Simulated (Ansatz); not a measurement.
A surface is cut from this relaxed crystal of BAs:

```cif
data_structure
_symmetry_space_group_name_H-M 'F-43m'
_symmetry_Int_Tables_number 216
_cell_length_a 4.7679
_cell_length_b 4.7679
_cell_length_c 4.7679
_cell_angle_alpha 90.000
_cell_angle_beta 90.000
_cell_angle_gamma 90.000
_cell_volume 108.39
loop_
_atom_site_label
_atom_site_type_symbol
_atom_site_symmetry_multiplicity
_atom_site_Wyckoff_symbol
_atom_site_fract_x
_atom_site_fract_y
_atom_site_fract_z
_atom_site_occupancy
B1 B 4 a 0.00000 0.00000 0.00000 1
As1 As 4 c 0.25000 0.25000 0.25000 1
```

Miller indices refer to the conventional cell of F-43m (No. 216), a = 4.768 Å, b = 4.768 Å, c = 4.768 Å, α = 90.00°, β = 90.00°, γ = 90.00°. The bulk's gap is 1.08 eV.

The (110) slab of 7 planes, 10.1 Å thick with 15 Å of vacuum as cut; outer planes BAs (top) and BAs (bottom).

Computed with DFT PBEsol, scalar-relativistic, plane waves, PAW in Ansatz 0.2.0. Settings: cutoff 420 eV, Γ-centred mesh 8×6×1 on the computed 14-atom cell, Gaussian smearing of 0.05 eV; no spin polarisation. A dipole correction removes the field between periodic images along c.

With the atoms at the bulk's places:

| Item | Value |
| --- | --- |
| Surface energy (mean of both faces) | 2.51 J/m² |
| Gap of the slab on the mesh | none (metal or semimetal) |
| Work function | 5.17 eV |

Q: What changes when all atoms relax within this surface cell and its symmetry?

A: The energy falls by 0.817 J/m² a face, and the largest move is 0.45 Å.

For the relaxed slab, the surface energy (mean of both faces) is 1.70 J/m², the gap of the slab on the mesh is 0.07 eV and the bulk valence band top under the vacuum level is 4.96 eV. The bulk conduction band bottom under the vacuum level is 3.89 eV.

```csv
plane (bottom to top),atoms,"spacing to next, bulk (Å)",relaxed (Å),change (%),rumpling (Å)
1,BAs,1.686,1.572,-6.8,0.550
2,BAs,1.686,1.695,+0.5,0.009
3,BAs,1.686,1.687,0.0,0.021
4,BAs,1.686,1.687,0.0,0.000
5,BAs,1.686,1.695,+0.5,0.021
6,BAs,1.686,1.572,-6.8,0.009
7,BAs,,,,0.550
```

Gaps are read on the k points sampled, so a band crossing between them can be missed.